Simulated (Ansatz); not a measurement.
# CuI2 (CdCl2 type): one cell, many starting occupations (series 2), part 2 of 2

Aim: start the open shells of CuI2 (CdCl2 type) from different occupation matrices at one fixed cell, and see in which states the SCF ends. Cell and atoms stay fixed. The start comes from a prototype table, not from a measured structure.

Ansatz 0.2.0; DFT r²SCAN+U (U_eff = 3 eV on Cu d), plane waves, PAW. Earlier steps stand in the parts before.

**4. Random orbitals: single harmonics, first filling**

The input, input.yaml:

```yaml
crystal:
  lattice:
    - [2.15248286, 1.24273656, 6.50776637]
    - [-2.15248286, 1.24273656, 6.50776637]
    - [0.0, -2.48547312, 6.50776637]
  atoms:
    - { symbol: Cu, position: [0.0, 0.0, 0.0], spin: 1.0 }
    - { symbol: I, position: [0.252, 0.252, 0.252] }
    - { symbol: I, position: [0.748, 0.748, 0.748] }
basis:
  ecutwfc: 500
  ecutrho_ratio: 4
kpoints:
  mp_grid: { grid: [5, 5, 5] }
hamiltonian:
  xc: r2scan
  hubbard:
    sites:
      - { site: 0, l: d, u_eff: 3.0, starting_ns: [{ spin: up, occupation_matrix: s0up }, { spin: down, occupation_matrix: s0down }] }
    occupation_matrices:
      s0up:
        matrix:
          - [0.97, 0.0, 0.0, 0.0, 0.0]
          - [0.0, 0.97, 0.0, 0.0, 0.0]
          - [0.0, 0.0, 0.97, 0.0, 0.0]
          - [0.0, 0.0, 0.0, 0.97, 0.0]
          - [0.0, 0.0, 0.0, 0.0, 0.97]
      s0down:
        matrix:
          - [0.97, 0.0, 0.0, 0.0, 0.0]
          - [0.0, 0.97, 0.0, 0.0, 0.0]
          - [0.0, 0.0, 0.97, 0.0, 0.0]
          - [0.0, 0.0, 0.0, 0.02, 0.0]
          - [0.0, 0.0, 0.0, 0.0, 0.97]
    ns_hold: { iters: 12 }
scf:
  occupations: { method: gaussian, width: 0.05 }
  lower_state_search: "off"
  max_iter: 150
output:
  forces: true
  stress: true
  eigenvalues: true
  populations: true
  hubbard: { sites: [{ site: 0, l: d }] }
magnetization:
  spin_polarized: true
```

The typed matrices put 0.97 on the chosen orbitals and 0.02 on the others, and are held for 12 cycles.

Started as:

```
$ ansatz run input.yaml --threads 4 --pin off --max-ram 6144MiB --backend cpu --events-out ev --progress --plain --runs-dir out
```

Standard output, shortened:

```text
Warning: crystal.symmetry: narrowed to the stabiliser of the occupation matrices — unitary ops 12 → 4; lowered by the specified shell (site 0, l: d); largest admitted image defect 1.3e-15, smallest excluded 7.1e-1 — at a splitting's scale: the group the occupation matrices' own texture admits
Warning: RAYON_NUM_THREADS=4 ignored (pool sized by the plan → 4); use --threads N
[...]
Cu: projections on atomic orbitals take those of the free atom [Ne] 3s2 3p6 3d10 4s1, of charge +0.00 (hamiltonian.pseudopotentials.projection_atoms); the dataset's partial waves leave at most 2.0e-6 of an orbital's norm unspanned inside its sphere
I: projections on atomic orbitals take those of the free atom [Kr] 4d10 5s2 5p5, of charge +0.00 (hamiltonian.pseudopotentials.projection_atoms); the dataset's partial waves leave at most 9.4e-6 of an orbital's norm unspanned inside its sphere
[...]
Pseudopotentials: kind: paw
Pseudopotential: Cu, paw, valence charge 19, recommended cutoff 500 eV (meta_gga), Cu.paw.azcp
Pseudopotential: I, paw, valence charge 17, recommended cutoff 500 eV (meta_gga), I.paw.azcp
Functional definition: r2SCAN
[...]
Crystal: 3 atoms, lattice volume = 104.448 Å³
[...]
WARN: hamiltonian.hubbard: on 1 of 2 specified blocks the occupation matrix of this SCF's result fails the test of the specified filling. At site 0 ↓ (sites count from 0 in the list of atoms of the cell that this SCF solves) the least filled combination of the orbitals specified full has [...]
  atom   3  I      0.00000000     0.00002263    -0.50601476
[...]
--- Stress (GPa, compression-positive) ---
       -4.961182      -0.000000       0.000000
       -0.000000      -4.961367       0.000069
        0.000000       0.000068      -2.808297
  P = ⅓ Tr σ = -4.2436 GPa (-42.436 kbar)
--- Band table (eV; the first three rows and the last of 78) ---
[...]
Occupation matrices written to <dir>
--- Löwdin populations: 3 sites ---
  site symbol       q [e]    m [muB]
     0     Cu     18.3964     0.1686
     1      I     17.2312     0.4225
     2      I     17.2312     0.4225
  spilling = 0.002663 (of n_electrons = 53.000000)
--- Occupation matrices: 1 shell (run DFT+U table (all-electron-ortho-atomic); ε = 3.30e-3) ---
  Cu0 d_3D: site group D3d (-3m)
  Cu0 d_3D up     Tr n = 4.9917  λ = 0.998 0.998 0.999 0.999 0.999  [5× z2 0.20 (T2g 0.60) Eg(0.80)]
  Cu0 d_3D dn     Tr n = 4.7926  λ = 0.901 0.901 0.997 0.997 0.997  [2× yz 0.31 (Eg 1.00) Eg(1.00) | 3× z2 0.33 (T2g 1.00) Eg(0.67)]
  specified occupation → Cu0 d_3D up: matrix, ‖Δ‖_F = 0.0634, Tr Δ = -0.1417, displaced = 0.0709, d_λ = 0.0634; orbital distance = 0.0000
  specified occupation → Cu0 d_3D dn: matrix, ‖Δ‖_F = 0.9459, Tr Δ = -0.8926, displaced = 0.5494, d_λ = 0.8850; orbital distance = 1.0556
  Tr n, λ and their labels are of the run-group-symmetrised matrices; stabiliser: 12 of 24 elements of G0×{1,Θ} (closed), max defect 2.1e-5 at τ = 7.0e-4
```

Wall time 12 s (4 threads of AMD EPYC 9R45 (Zen 5), shared host); peak memory 0.93 GiB.

Result: no gap, pressure -4.2 GPa, moments in spheres Cu 0.21; I 0.30 μB, largest force component 0.51 eV/Å, 4 symmetry operations imposed. The program reports that the typed filling wasn't kept.

How the shells are filled (orbitals counted by the eigenvalues of the occupation matrices):

```csv
shell,channel,electrons,over 0.8,0.2 to 0.8,under 0.2
Cu 3d (atom 1),up,4.99,5,0,0
Cu 3d (atom 1),down,4.79,5,0,0
```

**5. Random orbitals: fully mixed, one electron fewer**

input.yaml: that of step 4 with these lines changed.

```diff
@@ -6,3 +6,3 @@
   atoms:
-    - { symbol: Cu, position: [0.0, 0.0, 0.0], spin: 1.0 }
+    - { symbol: Cu, position: [0.0, 0.0, 0.0], spin: 2.0 }
     - { symbol: I, position: [0.252, 0.252, 0.252] }
@@ -29,7 +29,7 @@
         matrix:
-          - [0.97, 0.0, 0.0, 0.0, 0.0]
-          - [0.0, 0.97, 0.0, 0.0, 0.0]
-          - [0.0, 0.0, 0.97, 0.0, 0.0]
-          - [0.0, 0.0, 0.0, 0.02, 0.0]
-          - [0.0, 0.0, 0.0, 0.0, 0.97]
+          - [0.64884, 0.18306, -0.3949, 0.057, -0.09617]
+          - [0.18306, 0.69369, 0.11073, -0.37462, -0.00569]
+          - [-0.3949, 0.11073, 0.40836, -0.15744, -0.15849]
+          - [0.057, -0.37462, -0.15744, 0.2792, -0.10331]
+          - [-0.09617, -0.00569, -0.15849, -0.10331, 0.91991]
     ns_hold: { iters: 12 }
```

The typed matrices put 0.97 on the chosen orbitals and 0.02 on the others, and are held for 12 cycles.

Started as:

```
$ ansatz run input.yaml --threads 4 --pin off --max-ram 6144MiB --backend cpu --events-out ev --progress --plain --runs-dir out
```

Standard output, shortened:

```text
Warning: crystal.symmetry: narrowed to the stabiliser of the occupation matrices — unitary ops 12 → 2; lowered by the specified shell (site 0, l: d); largest admitted image defect 4.4e-16, smallest excluded 4.3e-1 — at a splitting's scale: the group the occupation matrices' own texture admits
Warning: RAYON_NUM_THREADS=4 ignored (pool sized by the plan → 4); use --threads N
[...]
Cu: projections on atomic orbitals take those of the free atom [Ne] 3s2 3p6 3d10 4s1, of charge +0.00 (hamiltonian.pseudopotentials.projection_atoms); the dataset's partial waves leave at most 2.0e-6 of an orbital's norm unspanned inside its sphere
I: projections on atomic orbitals take those of the free atom [Kr] 4d10 5s2 5p5, of charge +0.00 (hamiltonian.pseudopotentials.projection_atoms); the dataset's partial waves leave at most 9.4e-6 of an orbital's norm unspanned inside its sphere
[...]
[... 4 set-up lines as earlier in the session ...]
[...]
Crystal: 3 atoms, lattice volume = 104.448 Å³
[...]
WARN: hamiltonian.hubbard: on 1 of 2 specified blocks the occupation matrix of this SCF's result fails the test of the specified filling. At site 0 ↓ (sites count from 0 in the list of atoms of the cell that this SCF solves) the least filled combination of the orbitals specified full has [...]
  atom   3  I      0.00001066     0.00000362    -0.50601680
[...]
--- Stress (GPa, compression-positive) ---
       -4.961362       0.000046       0.000078
        0.000040      -4.961378       0.000041
        0.000075       0.000049      -2.808652
  P = ⅓ Tr σ = -4.2438 GPa (-42.438 kbar)
--- Band table (eV; the first three rows and the last of 126) ---
[...]
Occupation matrices written to <dir>
--- Löwdin populations: 3 sites ---
  site symbol       q [e]    m [muB]
     0     Cu     18.3964     0.1686
     1      I     17.2312     0.4225
     2      I     17.2312     0.4225
  spilling = 0.002663 (of n_electrons = 53.000000)
--- Occupation matrices: 1 shell (run DFT+U table (all-electron-ortho-atomic); ε = 2.44e-3) ---
  Cu0 d_3D: site group D3d (-3m)
  Cu0 d_3D up     Tr n = 4.9917  λ = 0.998 0.998 0.999 0.999 0.999  [5× z2 0.20 (T2g 0.60) Eg(0.80)]
  Cu0 d_3D dn     Tr n = 4.7926  λ = 0.901 0.901 0.997 0.997 0.997  [2× xz 0.31 (Eg 1.00) Eg(1.00) | 3× z2 0.33 (T2g 1.00) Eg(0.67)]
  specified occupation → Cu0 d_3D up: matrix, ‖Δ‖_F = 0.0634, Tr Δ = -0.1417, displaced = 0.0709, d_λ = 0.0634; orbital distance = 0.0000
  specified occupation → Cu0 d_3D dn: matrix, ‖Δ‖_F = 1.3399, Tr Δ = -1.8426, displaced = 0.9965, d_λ = 1.2470; orbital distance = 1.6276
  Tr n, λ and their labels are of the run-group-symmetrised matrices; stabiliser: 12 of 24 elements of G0×{1,Θ} (closed), max defect 1.4e-5 at τ = 5.2e-4
```

Wall time 19 s (4 threads of AMD EPYC 9R45 (Zen 5), shared host); peak memory 1.1 GiB.

Result: no gap, pressure -4.2 GPa, moments in spheres Cu 0.21; I 0.30 μB, largest force component 0.51 eV/Å, 2 symmetry operations imposed. The program reports that the typed filling wasn't kept.

How the shells are filled (orbitals counted by the eigenvalues of the occupation matrices):

| shell | channel | electrons | over 0.8 | 0.2 to 0.8 | under 0.2 |
| --- | --- | --- | --- | --- | --- |
| Cu 3d (atom 1) | up | 4.99 | 5 | 0 | 0 |
| Cu 3d (atom 1) | down | 4.79 | 5 | 0 | 0 |

**6. Random orbitals: drawn by pairs, first filling**

input.yaml: that of step 5 with these lines changed.

```diff
@@ -6,3 +6,3 @@
   atoms:
-    - { symbol: Cu, position: [0.0, 0.0, 0.0], spin: 2.0 }
+    - { symbol: Cu, position: [0.0, 0.0, 0.0], spin: 1.0 }
     - { symbol: I, position: [0.252, 0.252, 0.252] }
@@ -29,7 +29,7 @@
         matrix:
-          - [0.64884, 0.18306, -0.3949, 0.057, -0.09617]
-          - [0.18306, 0.69369, 0.11073, -0.37462, -0.00569]
-          - [-0.3949, 0.11073, 0.40836, -0.15744, -0.15849]
-          - [0.057, -0.37462, -0.15744, 0.2792, -0.10331]
-          - [-0.09617, -0.00569, -0.15849, -0.10331, 0.91991]
+          - [0.97, 0.0, 0.0, 0.0, 0.0]
+          - [0.0, 0.73413, 0.0, 0.0, 0.41042]
+          - [0.0, 0.0, 0.97, 0.0, 0.0]
+          - [0.0, 0.0, 0.0, 0.97, 0.0]
+          - [0.0, 0.41042, 0.0, 0.0, 0.25587]
     ns_hold: { iters: 12 }
```

The typed matrices put 0.97 on the chosen orbitals and 0.02 on the others, and are held for 12 cycles.

Started as:

```
$ ansatz run input.yaml --threads 4 --pin off --max-ram 6144MiB --backend cpu --events-out ev --progress --plain --runs-dir out
```

Standard output, shortened:

```text
Warning: crystal.symmetry: narrowed to the stabiliser of the occupation matrices — unitary ops 12 → 4; lowered by the specified shell (site 0, l: d); largest admitted image defect 1.3e-15, smallest excluded 5.4e-1 — at a splitting's scale: the group the occupation matrices' own texture admits
Warning: RAYON_NUM_THREADS=4 ignored (pool sized by the plan → 4); use --threads N
[...]
Cu: projections on atomic orbitals take those of the free atom [Ne] 3s2 3p6 3d10 4s1, of charge +0.00 (hamiltonian.pseudopotentials.projection_atoms); the dataset's partial waves leave at most 2.0e-6 of an orbital's norm unspanned inside its sphere
I: projections on atomic orbitals take those of the free atom [Kr] 4d10 5s2 5p5, of charge +0.00 (hamiltonian.pseudopotentials.projection_atoms); the dataset's partial waves leave at most 9.4e-6 of an orbital's norm unspanned inside its sphere
[...]
[... 4 set-up lines as earlier in the session ...]
[...]
Crystal: 3 atoms, lattice volume = 104.448 Å³
[...]
WARN: hamiltonian.hubbard: on 1 of 2 specified blocks the occupation matrix of this SCF's result fails the test of the specified filling. At site 0 ↓ (sites count from 0 in the list of atoms of the cell that this SCF solves) the least filled combination of the orbitals specified full has [...]
  atom   3  I      0.00000000    -0.00002481    -0.50602291
[...]
--- Stress (GPa, compression-positive) ---
       -4.961842      -0.000000       0.000000
       -0.000000      -4.961577      -0.000149
        0.000000      -0.000130      -2.808690
  P = ⅓ Tr σ = -4.2440 GPa (-42.440 kbar)
--- Band table (eV; the first three rows and the last of 78) ---
[...]
Occupation matrices written to <dir>
--- Löwdin populations: 3 sites ---
  site symbol       q [e]    m [muB]
     0     Cu     18.3964     0.1686
     1      I     17.2312     0.4225
     2      I     17.2312     0.4225
  spilling = 0.002663 (of n_electrons = 53.000000)
--- Occupation matrices: 1 shell (run DFT+U table (all-electron-ortho-atomic); ε = 6.17e-3) ---
  Cu0 d_3D: site group D3d (-3m)
  Cu0 d_3D up     Tr n = 4.9917  λ = 0.998 0.998 0.999 0.999 0.999  [5× z2 0.20 (T2g 0.60) Eg(0.80)]
  Cu0 d_3D dn     Tr n = 4.7926  λ = 0.901 0.901 0.997 0.997 0.997  [2× xz 0.31 (Eg 1.00) Eg(1.00) | 3× z2 0.33 (T2g 1.00) Eg(0.67)]
  specified occupation → Cu0 d_3D up: matrix, ‖Δ‖_F = 0.0634, Tr Δ = -0.1417, displaced = 0.0709, d_λ = 0.0634; orbital distance = 0.0000
  specified occupation → Cu0 d_3D dn: matrix, ‖Δ‖_F = 0.8990, Tr Δ = -0.8926, displaced = 0.5151, d_λ = 0.8850; orbital distance = 0.7981
  Tr n, λ and their labels are of the run-group-symmetrised matrices; stabiliser: 12 of 24 elements of G0×{1,Θ} (closed), max defect 2.4e-5 at τ = 1.3e-3
```

Run time: 11 s. Hardware: 4 threads of AMD EPYC 9R45 (Zen 5), shared host; peak memory 0.94 GiB.

It ends with no gap, pressure -4.2 GPa, moments in spheres Cu 0.21; I 0.30 μB, largest force component 0.51 eV/Å, 4 symmetry operations imposed. The program reports that the typed filling wasn't kept.

The shells' filling, with natural orbitals sorted by occupation:

```csv
shell,channel,electrons,over 0.8,0.2 to 0.8,under 0.2
Cu 3d (atom 1),up,4.99,5,0,0
Cu 3d (atom 1),down,4.79,5,0,0
```

**7. All runs side by side**

What follows sums up all 2 parts.

Energies count from the lowest free state and have the smearing extrapolated to zero.

| start | energy (meV/atom) | gap (eV) | pressure (GPa) | largest moment (μB) | SCF cycles | time |
| --- | --- | --- | --- | --- | --- | --- |
| from atoms, symmetry kept, no search (earlier series) | 0.0 | metal | -4.2 | 0.30 | 19 | 4.6 s |
| random orbitals: drawn by pairs, first filling | 0.0 | metal | -4.2 | 0.30 | 33 | 11 s |
| random orbitals: single harmonics, second filling | 0.0 | metal | -4.2 | 0.30 | 28 | 9.5 s |
| random orbitals: fully mixed, first filling | 0.0 | metal | -4.2 | 0.30 | 29 | 16 s |
| random orbitals: single harmonics, first filling | 0.0 | metal | -4.2 | 0.30 | 34 | 12 s |
| random orbitals: fully mixed, one electron fewer | 0.0 | metal | -4.2 | 0.30 | 34 | 19 s |

The 6 free runs end within about 1 meV/atom of each other. The lowest state found need not be the ground state, and the geometry wasn't relaxed for any of them.
